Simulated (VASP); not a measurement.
# AlN (Cmcm) in VASP: further runs

The runs below take AlN through single point, with LDA.

All numbers are computed with VASP 6.6.1; they aren't measurements. Logs are shortened: lines on timing, memory, paths and dates and some standing lists are left out, and cuts for length are marked.

### 1 The cell of the first run

The structure is orthorhombic, space group Cmcm (No. 63). Conventional cell: a = 4.111 Å, b = 4.111 Å, c = 4.111 Å, α = 90.00°, β = 90.00°, γ = 90.00°. Al (site symmetry m2m) is surrounded by 6 N at 2.04 to 2.07 Å. Around N (site symmetry m2m) lie 6 Al at 2.04 to 2.07 Å.

The cell comes from a database or a generator and needn't be the stable form of this composition.

### 2 Single point, LDA (mode 4 frozen in at -0.022 Å, equal normal strain along x, y and z +0.0250)

INCAR reads:

```
SYSTEM = AlN
PREC = Accurate
ENCUT = 520
EDIFF = 1E-6
ISMEAR = 0
SIGMA = 0.05
LREAL = .FALSE.
LASPH = .TRUE.
NELM = 100
ALGO = Fast
ISIF = 2
LWAVE = .FALSE.
LCHARG = .FALSE.
NBANDS = 16
```

KPOINTS reads:

```
regular mesh
0
G
  8 8 6
  0 0 0
```

POSCAR reads:

```
AlN
1.0
    0.0000000000     -2.0556581276     -2.0556581276
    0.0000000000      2.0556581276     -2.0556581276
    4.1113162551      0.0000000000      0.0000000000
Al N
2 2
Direct
    0.5055845862      0.4944154138      0.0000000000
   -0.0055845862      0.0055845862      0.5000000000
    0.4977127899      0.5022872101      0.5000000000
    0.0022872101      0.9977127899      0.0000000000
```

Potentials or basis: VASP PAW LDA potentials, release 64 (Al, N).

The run is started by

```
$ cat potpaw_LDA.64/Al/POTCAR potpaw_LDA.64/N/POTCAR > POTCAR
$ mpirun -np 1 vasp_std > vasp.out
```

OUTCAR:

```text
SYSTEM = AlN
   PREC = Accurate
   ENCUT = 520
   EDIFF = 1E-6
   ISMEAR = 0
   LREAL = .FALSE.
   LASPH = .TRUE.
   NELM = 100
   ISIF = 2

 ion  position               nearest neighbor table
   1  0.506  0.494  0.000-   4 2.04   4 2.06   4 2.06   3 2.06   3 2.06   4 2.07   2 2.87   2 2.87
                             2 2.91   2 2.91   2 2.91   2 2.91   2 2.94   2 2.94
   2  0.994  0.006  0.500-   3 2.04   3 2.06   3 2.06   4 2.06   4 2.06   3 2.07   1 2.87   1 2.87
                             1 2.91   1 2.91   1 2.91   1 2.91   1 2.94   1 2.94
   3  0.498  0.502  0.500-   2 2.04   2 2.06   2 2.06   1 2.06   1 2.06   2 2.07
   4  0.002  0.998  0.000-   1 2.04   1 2.06   1 2.06   2 2.06   2 2.06   1 2.07

  LATTYP: Found a simple tetragonal cell.
 ALAT       =     2.9071396037
 C/A-ratio  =     1.4142135623

  Lattice vectors:

 A1 = (   0.0000000000,  -2.0556581276,  -2.0556581276)
 A2 = (   0.0000000000,   2.0556581276,  -2.0556581276)
 A3 = (   4.1113162551,   0.0000000000,   0.0000000000)

Analysis of symmetry for initial positions (statically):
=====================================================================
 Subroutine PRICEL returns:
 Original cell was already a primitive cell.

 Routine SETGRP: Setting up the symmetry group for a
 simple tetragonal supercell.

 Subroutine GETGRP returns: Found  8 space group operations
 (whereof  4 operations were pure point group operations)
 out of a pool of 16 trial point group operations.

The static configuration has the point symmetry C_2v.
 The point group associated with its full space group is D_2h.

Analysis of symmetry for dynamics (positions and initial velocities):
=====================================================================
 Subroutine PRICEL returns:
 Original cell was already a primitive cell.

 Routine SETGRP: Setting up the symmetry group for a
 simple tetragonal supercell.

 Subroutine GETGRP returns: Found  8 space group operations
 (whereof  4 operations were pure point group operations)
 out of a pool of 16 trial point group operations.

The dynamic configuration has the point symmetry C_2v.
 The point group associated with its full space group is D_2h.

 Subroutine INISYM returns: Found  8 space group operations
 (whereof  4 operations are pure point group operations),
 and found     1 'primitive' translations

----------------------------------------------------------------------------------------

                                     Primitive cell

  volume of cell :      34.7466

  direct lattice vectors                    reciprocal lattice vectors
     0.000000000 -2.055658128 -2.055658128     0.000000000 -0.243231106 -0.243231106
     0.000000000  2.055658128 -2.055658128     0.000000000  0.243231106 -0.243231106
     4.111316255  0.000000000  0.000000000     0.243231106  0.000000000  0.000000000

  length of vectors
     2.907139604  2.907139604  4.111316255     0.343980729  0.343980729  0.243231106

  position of ions in fractional coordinates (direct lattice)
     0.505584586  0.494415414  0.000000000
     0.994415414  0.005584586  0.500000000
     0.497712790  0.502287210  0.500000000
     0.002287210  0.997712790  0.000000000

  ion indices of the primitive-cell ions
   primitive index   ion index
                 1           1
                 2           2
                 3           3
                 4           4

----------------------------------------------------------------------------------------

 KPOINTS: regular mesh

Automatic generation of k-mesh.
 Grid dimensions read from file:
 generate k-points for:    8    8    6

 Generating k-lattice:

  Cartesian coordinates                     Fractional coordinates (reciprocal lattice)
     0.000000000 -0.030403888 -0.030403888     0.125000000  0.000000000  0.000000000
     0.000000000  0.030403888 -0.030403888     0.000000000  0.125000000  0.000000000
     0.040538518  0.000000000  0.000000000     0.000000000  0.000000000  0.166666667

  Length of vectors
     0.042997591  0.042997591  0.040538518

  Shift w.r.t. Gamma in fractional coordinates (k-lattice)
     0.000000000  0.000000000  0.000000000

 Subroutine IBZKPT returns following result:
 ===========================================

 Found     84 irreducible k-points:

 Following reciprocal coordinates:
            Coordinates               Weight
  0.000000  0.000000  0.000000      1.000000
  0.125000  0.000000  0.000000      4.000000
  0.250000  0.000000  0.000000      4.000000
  0.375000  0.000000  0.000000      4.000000
  0.500000  0.000000  0.000000      2.000000
  0.125000  0.125000  0.000000      2.000000
[... 16 lines left out ...]
  0.125000  0.000000  0.166667      8.000000
  0.250000  0.000000  0.166667      8.000000
 [... further k-points ...]
   k-points           NKPTS =     84   k-points in BZ     NKDIM =     84   number of bands    NBANDS=     16
   number of dos      NEDOS =    301   number of ions     NIONS =      4
   total plane-waves  NPLWV =  18432
   dimension x,y,z NGX =    24 NGY =   24 NGZ =   32
   dimension x,y,z NGXF=    48 NGYF=   48 NGZF=   64
   ions per type =               2   2
   NGX,Y,Z   is equivalent  to a cutoff of  13.72, 13.72, 12.94 a.u.
   NGXF,Y,Z  is equivalent  to a cutoff of  27.45, 27.45, 25.88 a.u.
 SYSTEM =  AlN
   PREC   = accura    normal or accurate (medium, high low for compatibility)
   ISTART =      0    job   : 0-new  1-cont  2-samecut
   ICHARG =      2    charge: 1-file 2-atom 10-const
   ISPIN  =      1    spin polarized calculation?
   LNONCOLLINEAR =      F non collinear calculations
   LSORBIT =      F    spin-orbit coupling
   LASPH  =      T    aspherical Exc in radial PAW
   ENCUT  =  520.0 eV  38.22 Ry    6.18 a.u.   5.41  5.41  7.64*2*pi/ulx,y,z
   NELM   =    100;   NELMIN=  2; NELMDL= -5     # of ELM steps
   EDIFF  = 0.1E-05   stopping-criterion for ELM
   LREAL  =      F    real-space projection
   EDIFFG = 0.1E-04   stopping-criterion for IOM
   NSW    =      0    number of steps for IOM
   IBRION =     -1    ionic relax: 0-MD 1-quasi-New 2-CG
   NFREE  =      0    steps in history (QN), initial steepest desc. (CG)
   ISIF   =      2    stress and relaxation
   ISYM   =      2    0-nonsym 1-usesym 2-fastsym
   POTIM  = 0.5000    time-step for ionic-motion
   TEBEG  =    0.0;   TEEND  =   0.0 temperature during run
   PSTRESS=    0.0 pullay stress
   NELECT =      16.0000    total number of electrons
   NUPDOWN=      -1.0000    fix difference up-down
   EMIN   =  10.00;   EMAX   =-10.00  energy-range for DOS
   EFERMI =   0.00;   METHOD = LEGACY
   ISMEAR =     0;   SIGMA  =   0.05  broadening in eV -4-tet -1-fermi 0-gaus
   EFERMI_NEDOS =   21; number of points for ismear=-14 and -15
   IALGO  =     68    algorithm
   IMIX   =      4    mixing-type and parameters
     AMIX     =   0.40;   BMIX     =  1.00
     AMIX_MAG =   1.60;   BMIX_MAG =  1.00
  volume/ion in A,a.u.               =       8.69        58.62
  Fermi-wavevector in a.u.,A,eV,Ry     =   1.264185  2.388963 21.744335  1.598164
  Thomas-Fermi vector in A             =   2.397503
   LORBIT       =      0    0 simple, 1 ext, 2 COOP (PROOUT), +10 PAW based schemes
   GGA     = CA    functional components
   LHFCALC =     F    Hartree Fock is set to
   AEXX    =    0.0000 exact exchange contribution
   IVDW    =     0    specifies the selected vdW correction
   LEPSILON=     F    determine dielectric tensor
   LRPA    =     F    only Hartree local field effects (RPA)
 non-spin polarized calculation
 RMM-DIIS sequential band-by-band and
 Gauss-broadening in eV      SIGMA  =   0.05
  energy-cutoff  :      520.00
  volume of cell :       34.75
 maximum number of plane-waves:       960
 NGX is ok and might be reduce to    24
   NGX = 11   NGY = 11   NGZ = 15

 number of electron      15.9999999 magnetization

 Free energy of the ion-electron system (eV)
  ---------------------------------------------------
  ext. energy  EPLUGINS =         0.00000000
  ---------------------------------------------------
  free energy    TOTEN  =       -32.31987156 eV

  energy without entropy =      -32.31987156  energy(sigma->0) =      -32.31987156

 E-fermi :   9.3293     XC(G=0): -12.3412

 val. band max:        9.0737372579   @ k =   0.0000   0.0000   0.0000
 cond. band min:      13.0628022671   @ k =   0.5000   0.5000   0.0000
 fundamental gap:      3.9890650092
 Fermi energy:         9.3293035641

 k-point     1 :       0.0000    0.0000    0.0000
  band No.  band energies     occupation
      1      -7.8871      2.00000
      2      -3.8032      2.00000
      3       1.9924      2.00000
      4       6.3875      2.00000
      5       6.3880      2.00000
      6       9.0708      2.00000
[... 8 lines left out ...]
     15      22.3967      0.00000
     16      25.2912      0.00000

 k-point     2 :       0.1250    0.0000    0.0000
  band No.  band energies     occupation
      1      -7.6814      2.00000
      2      -3.7674      2.00000
      3       2.2022      2.00000
      4       5.3919      2.00000
      5       6.5166      2.00000
      6       8.1248      2.00000
[... 8 lines left out ...]
     15      22.0938      0.00000
     16      24.4345      0.00000

 k-point     3 :       0.2500    0.0000    0.0000
  band No.  band energies     occupation
      1      -7.0823      2.00000
      2      -3.7829      2.00000
      3       2.8220      2.00000
      4       3.7942      2.00000
      5       6.3076      2.00000
      6       6.8841      2.00000
[... 8 lines left out ...]
     15      22.0107      0.00000
     16      22.0493      0.00000

 k-point     4 :       0.3750    0.0000    0.0000
  band No.  band energies     occupation
      1      -6.1590      2.00000
      2      -4.1759      2.00000
      3       2.9649      2.00000
      4       3.8181      2.00000
      5       4.5606      2.00000
      6       6.5600      2.00000
[... 8 lines left out ...]
     15      20.9865      0.00000
     16      21.6288      0.00000

 k-point     5 :       0.5000    0.0000    0.0000
  band No.  band energies     occupation
      1      -5.0806      2.00000
      2      -5.0760      2.00000
      3       3.3057      2.00000
      4       3.3209      2.00000
      5       5.1148      2.00000
      6       5.1154      2.00000
[... 8 lines left out ...]
     15      20.8438      0.00000
     16      20.9559      0.00000

 k-point     6 :       0.1250    0.1250    0.0000
  band No.  band energies     occupation
      1      -7.4781      2.00000
      2      -3.7279      2.00000
      3       2.4101      2.00000
      4       5.3212      2.00000
      5       5.7664      2.00000
      6       7.7276      2.00000
[... 8 lines left out ...]
     15      21.7440      0.00000
     16      21.9507      0.00000
[... 267 lines left out ...]
 k-point    21 :       0.5000    0.5000    0.0000
  band No.  band energies     occupation
      1      -3.8033      2.00000
      2      -3.8033      2.00000
      3       1.9923      2.00000
      4       1.9923      2.00000
      5       6.3873      2.00000
      6       6.3876      2.00000
[... 8 lines left out ...]
     15      25.2949      0.00000
     16      25.2985      0.00000

 k-point    22 :       0.0000    0.0000    0.1667
  band No.  band energies     occupation
      1      -7.7041      2.00000
      2      -4.2745      2.00000
      3       2.5496      2.00000
      4       6.5232      2.00000
      5       6.5237      2.00000
      6       8.3975      2.00000
[... 8 lines left out ...]
     15      21.9179      0.00000
     16      23.4134      0.00000

 k-point    23 :       0.1250    0.0000    0.1667
  band No.  band energies     occupation
      1      -7.5010      2.00000
      2      -4.1971      2.00000
      3       2.6218      2.00000
      4       5.6608      2.00000
      5       6.6467      2.00000
      6       7.3148      2.00000
[... 8 lines left out ...]
     15      21.5676      0.00000
     16      24.0806      0.00000

 k-point    24 :       0.2500    0.0000    0.1667
  band No.  band energies     occupation
      1      -6.9121      2.00000
      2      -4.0758      2.00000
      3       2.5051      2.00000
      4       4.6900      2.00000
      5       5.4842      2.00000
      6       6.9956      2.00000
[... 8 lines left out ...]
     15      21.0832      0.00000
     16      22.5580      0.00000

 [... further k-points ...]

------------------------ aborting loop because EDIFF is reached ----------------------------------------

  FORCE on cell =-STRESS in cart. coord.  units (eV):
  Direction    XX          YY          ZZ          XY          YZ          ZX
  --------------------------------------------------------------------------------------
  -------------------------------------------------------------------------------------
  Total       -3.7283326     -3.7211321     -3.7458799      0.0000000      0.0000000      0.0000000
  in kB     -171.9145254   -171.5825074   -172.7236354      0.0000000      0.0000000      0.0000000
  external PRESSURE =    -172.0735561 kB  Pullay stress =       0.0000000 kB

 VOLUME and BASIS-vectors are now :
 -----------------------------------------------------------------------------
  energy-cutoff  :      520.00
  volume of cell :       34.75
      direct lattice vectors                 reciprocal lattice vectors
     0.000000000 -2.055658128 -2.055658128     0.000000000 -0.243231106 -0.243231106
     0.000000000  2.055658128 -2.055658128     0.000000000  0.243231106 -0.243231106
     4.111316255  0.000000000  0.000000000     0.243231106  0.000000000  0.000000000

 POSITION                                       TOTAL-FORCE (eV/Angst)
 -----------------------------------------------------------------------------------
      0.00000     -0.02296     -2.05566         0.000000      0.203847      0.000000
      2.05566     -2.03270     -2.05566         0.000000     -0.203847      0.000000
      2.05566      0.00940     -2.05566         0.000000     -0.077180      0.000000
      0.00000      2.04625     -2.05566         0.000000      0.077180      0.000000
 -----------------------------------------------------------------------------------
    total drift:                               -0.000000      0.000000     -0.000000

  FREE ENERGIE OF THE ION-ELECTRON SYSTEM (eV)
  ---------------------------------------------------
  free  energy   TOTEN  =       -32.3198715593 eV

  energy  without entropy=      -32.3198715593  energy(sigma->0) =      -32.31987156
```

Run time: 13 s. Hardware: 1 thread of Intel Xeon 6975P-C (Granite Rapids), shared host; peak memory 0.15 GiB.

Results:

| Item | Value |
| --- | --- |
| Free energy | -32.3199 eV |
| Pressure | -17.2 GPa |
| Largest force | 0.204 eV/Å |
| Band gap on the k mesh | 3.99 eV |

Forces in eV/Å, atoms in the order of the input:
```
Al   0.000  0.204  0.000
Al   0.000 -0.204  0.000
N    0.000 -0.077  0.000
N    0.000  0.077  0.000
```

Caveat: so large a pressure means that the cell lies far from this level's equilibrium, or that cutoff or potentials fall short. A k mesh can miss the band edges.

### 3 Single point, LDA (mode 4 frozen in at -0.045 Å, equal normal strain along x, y and z +0.0167)

INCAR reads:

```
PREC = Accurate ; ENCUT = 520
EDIFF = 1E-6 ; ISMEAR = 0
SIGMA = 0.05 ; LREAL = False
LASPH = True ; NELM = 80
ALGO = Normal ; ISIF = 2
LWAVE = False ; LCHARG = False
NBANDS = 16
```

KPOINTS reads:

```
Automatic mesh
0
Gamma
  8 8 6
```

POSCAR reads:

```
AlN
1.0
    0.0000000000     -2.0390123106     -2.0390123106
    0.0000000000      2.0390123106     -2.0390123106
    4.0780246211      0.0000000000      0.0000000000
Al N
2 2
Direct
    0.5111691724      0.4888308276      0.0000000000
   -0.0111691724      0.0111691724      0.5000000000
    0.4954255797      0.5045744203      0.5000000000
    0.0045744203      0.9954255797      0.0000000000
```

Potentials or basis: VASP PAW LDA potentials, release 64 (Al, N).

The run is started by

```
$ cat potpaw_LDA.64/Al/POTCAR potpaw_LDA.64/N/POTCAR > POTCAR
$ mpirun -np 1 vasp_std > vasp.out
```

Wall time 11 s (1 thread of Intel Xeon 6975P-C (Granite Rapids), shared host); peak memory 0.15 GiB.

Results (log left out):

```yaml
Free_energy: -32.3788 eV
Pressure: -11.8 GPa
Largest_force: 0.439 eV/Å
Band_gap_on_the_k_mesh: 4.20 eV
```

Forces on the atoms (eV/Å):
```
Al   0.000  0.439  0.000
Al   0.000 -0.439  0.000
N    0.000 -0.136  0.000
N    0.000  0.136  0.000
```

Stress tensor (GPa, compression positive):
```
-11.74   0.00   0.00
  0.00 -11.62   0.00
  0.00   0.00 -12.11
```

Levels at points of the mesh, in eV from the valence-band top:
```
           k point  band 4  band 5  band 6  band 7  band 8  band 9  band 10  band 11  band 12  band 13
(0.00, 0.00, 0.00)   -2.75   -2.75   -0.01    0.00    0.00    4.22     5.24     5.39    11.85    11.93
(0.50, 0.00, 0.00)   -5.83   -4.06   -4.06   -1.11   -1.08    7.98     8.15    10.02    10.10    10.16
(0.50, 0.50, 0.00)   -7.24   -2.75   -2.75   -2.75   -2.75    4.20     4.21     5.22     5.24    13.57
(0.00, 0.00, 0.50)   -3.74   -1.60   -1.60   -1.60   -1.60    7.33     7.33     7.37     7.37    10.79
(0.50, 0.00, 0.50)   -8.19   -1.04   -1.04   -1.03   -1.03    5.95     5.95    10.59    10.59    10.60
(0.50, 0.50, 0.50)   -5.60   -5.59   -5.59   -3.88   -3.88    7.66     7.66    10.45    10.45    10.47
```

A k mesh can miss the band edges.
